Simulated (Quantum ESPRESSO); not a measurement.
Crystal: BP.

```
CELL_PARAMETERS angstrom
0.00000 2.26900 2.26900
2.26900 0.00000 2.26900
2.26900 2.26900 0.00000
ATOMIC_POSITIONS crystal
P 0.25000 0.25000 0.25000
B 0.00000 0.00000 0.00000
```

* Program: Quantum ESPRESSO 7.5
* Task: relaxation of cell and atoms
* Functional: revPBE
* Dispersion: D3(BJ)
* Potentials or basis: PseudoDojo 0.4.1 SR PBE standard
* Cutoff: 1034 eV
* Density cutoff: 4136 eV
* k mesh: 10 × 10 × 10
* Occupations: fermi-dirac, width 0.05 eV
* Spin: no spin polarisation

At the start: pressure -6.9 GPa; volume 11.68 Å³/atom.

**Question.** How do energy, volume and symmetry change on relaxing?

**Answer.** Over 12 steps the energy falls by 10.7 meV/atom and the volume is 11.21 Å³/atom (-4.1 %); space group F-43m (No. 216, to 0.05 Å).

Step by step:
| step | energy change (eV) | largest force (eV/Å) | pressure (GPa) | volume (Å³) |
| --- | --- | --- | --- | --- |
| 1 | 0.0000 | 0.0000 | -6.89 | 23.36 |
| 2 | -0.0069 | 0.0000 | -5.74 | 23.19 |
| 3 | -0.0161 | 0.0000 | -3.56 | 22.87 |
| 4 | -0.0212 | 0.0000 | -0.60 | 22.47 |
| 5 | -0.0186 | 0.0000 | 2.68 | 22.07 |
| 6 | -0.0188 | 0.0000 | 2.55 | 22.08 |
| 7 | -0.0193 | 0.0000 | 2.30 | 22.11 |
| 8 | -0.0198 | 0.0000 | 1.94 | 22.16 |
| 9 | -0.0204 | 0.0000 | 1.49 | 22.21 |
| 10 | -0.0209 | 0.0000 | 0.98 | 22.27 |
| 11 | -0.0213 | 0.0000 | 0.43 | 22.34 |
| 12 | -0.0213 | 0.0000 | -0.14 | 22.41 |

Final structure:
```
P B
1.0
     0.00000    2.23784    2.23784
     2.23784    0.00000    2.23784
     2.23784    2.23784    0.00000
P B
1 1
Direct
  0.25000 0.25000 0.25000
  0.00000 0.00000 0.00000
```

Caveat: the potentials were made for another functional, which shifts forces and pressure.
